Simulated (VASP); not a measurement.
# Settings for KCl: self-consistent run

KCl, Pm-3m (no. 221), 2 atoms in the cell. AM05; PAW potentials K_sv, Cl (PBE set). VASP 6.6.1.

Wanted: energy within 0.2 meV/atom; levels at the zone centre within 0.003 eV.

What the run is for: comparing ways to start; Accuracy asked: tight.

Levels at the zone centre: counted from the valence top at that point.

POSCAR:
```
KCl
1.0
    3.8391960000      0.0000000000      0.0000000000
    0.0000000000      3.8391960000      0.0000000000
    0.0000000000      0.0000000000      3.8391960000
K Cl
1 1
Direct
    0.0000000000      0.0000000000      0.0000000000
    0.5000000000      0.5000000000      0.5000000000
```

## How the run starts (with a second run first, the time holds both)

| How the run starts (with a second run first, the time holds both) | Energy less reference (meV/atom) | Levels at the zone centre, largest deviation (eV) | Time (s) |
|---|---|---|---|
| from scratch: 13 SCF iterations | 0.00 | 0.0000 | 11 |
| density of a coarse mesh (ICHARG 1): 13 + 9 SCF iterations | 0.00 | 0.0005 | 15 |
| orbitals of a lower cutoff (ISTART 1): 13 + 6 SCF iterations | 0.00 | 0.0002 | 13 |
| orbitals of a loose run: 9 + 4 SCF iterations | 0.00 | 0.0001 | 9.4 |

Chosen: from scratch: 13 SCF iterations; no other choice that stays within half of the tolerance saves 30 % of the time.

The chosen settings are those of the reference run.

Values of the reference run: Levels at the zone centre: 0, 0, 5.008 eV from the valence top at Gamma.

## The input

INCAR:
```
ALGO = Normal
EDIFF = 1E-6
EFERMI = MIDGAP
ENCUT = 400
GGA = AM
GGA_COMPAT = False
ISIF = 2
ISMEAR = 0
LASPH = True
LCHARG = False
LREAL = False
LWAVE = False
NELM = 120
PREC = Accurate
SIGMA = 0.03
```

KPOINTS:
```
k-points
0
Gamma
  6 6 6
```

Commands:
```
cat potpaw_PBE.64/K_sv/POTCAR potpaw_PBE.64/Cl/POTCAR > POTCAR
mpirun -np 1 vasp_std > vasp.out
```

The chosen input took VASP 6.6.1 11 s on 1 core (Intel Xeon Platinum 8259CL @ 2.50GHz (Skylake/Cascade Lake)), a shared host.

## An input that fails: restart asked without its files

VASP's message: ERROR: charge density could not be read from file CHGCAR for ICHARG>10.

Changes against the starting input:
```
- NELM = 120
+ NELM = 60
+ ICHARG = 11
```
